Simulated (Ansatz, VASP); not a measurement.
# SiC3 in VASP and in Ansatz

The input INCAR:

```
SYSTEM = SiC3
PREC = Accurate
ENCUT = 520
EDIFF = 1E-7
ISMEAR = -1
SIGMA = 0.02
LREAL = .False.
LASPH = .True.
NELM = 80
ALGO = Normal
ISIF = 2
LWAVE = .False.
LCHARG = .False.
GGA = PE
NBANDS = 16
```

KPOINTS

```
Automatic mesh
0
Gamma
  10 10 6
  0 0 0
```

Contents of POSCAR:

```
SiC3
1.0
    2.7144661473      0.0000000000      0.0000000000
    0.0000000000      2.7144661473      0.0000000000
    0.0000000000      0.0000000000      3.9702053231
C Si
3 1
Direct
    0.5000000000      0.0000000000      0.7886958777
    0.5000000000      0.5000000000      0.0000000000
    0.0000000000      0.5000000000      0.2113041223
    0.0000000000      0.0000000000      0.5000000000
```

Input for Ansatz:

```yaml
crystal:
  lattice:
    - [2.7144661473, 0.0, 0.0]
    - [0.0, 2.7144661473, 0.0]
    - [0.0, 0.0, 3.9702053231]
  atoms:
    - { symbol: C, position: [0.5, 0.0, 0.7886958777] }
    - { symbol: C, position: [0.5, 0.5, 0.0] }
    - { symbol: C, position: [0.0, 0.5, 0.2113041223] }
    - { symbol: Si, position: [0.0, 0.0, 0.5] }
kpoints:
  mp_grid: { grid: [10, 10, 6] }
  band_path:
    path:
      - [0.0, 0.0, 0.0]
      - [0.0, 0.5, 0.0]
      - [0.5, 0.5, 0.0]
      - [0.0, 0.0, 0.5]
      - [0.0, 0.5, 0.5]
      - [0.5, 0.5, 0.5]
      - [0.4, 0.4, 0.0]
    npoints: 1
hamiltonian:
  xc: pbe
scf:
  occupations: { method: fermi_dirac, width: 0.02 }
  n_extra_bands: 5
output:
  forces: true
  stress: true
  eigenvalues: true
```

Change from the starting cell: hydrostatic strain -2.9%.

Alike in both runs: task single point; functional PBE; k mesh 10 × 10 × 6; occupations fermi-dirac, width 0.02 eV; no spin polarisation.

|  | VASP | Ansatz |
| --- | --- | --- |
| version | VASP 6.6.1 | Ansatz 0.2.0 |
| potentials or method | VASP PAW PBE potentials, release 64 (C, Si) | plane waves, PAW |
| plane-wave cutoff (eV) | 520 | 420 |
| valence electrons in the cell | 16 | 16 |

|  | VASP | Ansatz | Ansatz less VASP |
| --- | --- | --- | --- |
| gap on the k mesh at the Fermi level (eV) | 1.31 | 1.31 | +0.006 |
| pressure (GPa) | 33.8 | 33.8 | -0.07 |
| largest component of the traceless stress (GPa) | 4.00 | 4.09 | +0.089 |
| rms of the force components (eV/Å) | 0.144 | 0.155 | +0.0105 |

Atom by atom the forces differ by 0.011 eV/Å (rms over components). The functional is the same, so the differences come from potentials, cutoffs and numerics.

Caveats: so large a pressure means that the cell lies far from this level's equilibrium, or that cutoff or potentials fall short (VASP). A k mesh can miss the band edges.
